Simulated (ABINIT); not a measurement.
Runs of ABINIT 10.8.3 (patched build) on BN. Symmetry: P6_3/mmc, No. 194, hexagonal system. The conventional cell has a = 2.498 Å, b = 2.498 Å, c = 6.636 Å, α = 90.00°, β = 90.00°, γ = 120.00°. N (site symmetry -6m2) has 3 B at 1.44 Å as nearest neighbours. B (site symmetry -6m2) has 3 N at 1.44 Å as nearest neighbours. 

| task | level | potentials or basis | cell | k mesh | cutoff (eV) | fine-grid cutoff | cell freedom (optcell) | cutoff smearing ecutsm (Ha) | optimiser (ionmov) | force stop (Ha/bohr) | mesh quality | gap on the mesh (eV) | pressure (GPa) |
| --- | --- | --- | --- | --- | --- | --- | --- | --- | --- | --- | --- | --- | --- |
| single point | r2SCAN | JTH PAW PBE v2.0 | as given | 7 × 7 × 2 | 844 | 1442.2 eV | - | - | - | - | coarse | 5.09 | - |
| band structure | LDA | JTH PAW LDA v2.0 | as given | 12 × 12 × 4 | 680 | 1278.94 eV | - | - | - | - | not flagged | 4.09 | - |
| relaxation of cell and atoms | PBE+D2 | JTH PAW PBE v2.0 | relaxed | 12 × 12 × 4 | 707 | 1306.15 eV | 2 | 0.5 | 2 | 0.0002 | not flagged | 4.11 | 0.0 |
| band structure | BP86 | JTH PAW PBE v2.0 | as given | 12 × 12 × 4 | 707 | 1306.15 eV | - | - | - | - | not flagged | 4.29 | 5.8 |
| band structure | BLYP | JTH PAW PBE v2.0 | as given | 12 × 12 × 4 | 707 | 1306.15 eV | - | - | - | - | not flagged | (b) | (a) |

Alike in all rows: no spin polarisation; smearing fermi-dirac 0.05 eV.

Task: Fill in the values left out.

Result: (a) 7.2; (b) 4.36.

Caveats: some runs use coarse meshes; the PAW data sets were made with another functional, which shifts forces and pressure a little (some runs); an odd mesh through Γ misses points on the zone boundary, where band edges often lie (some runs); this functional lacks dispersion, which binds the layers, so the pressure and a relaxed spacing across them are unreliable (some runs).

Not every run made on this cell is shown here.
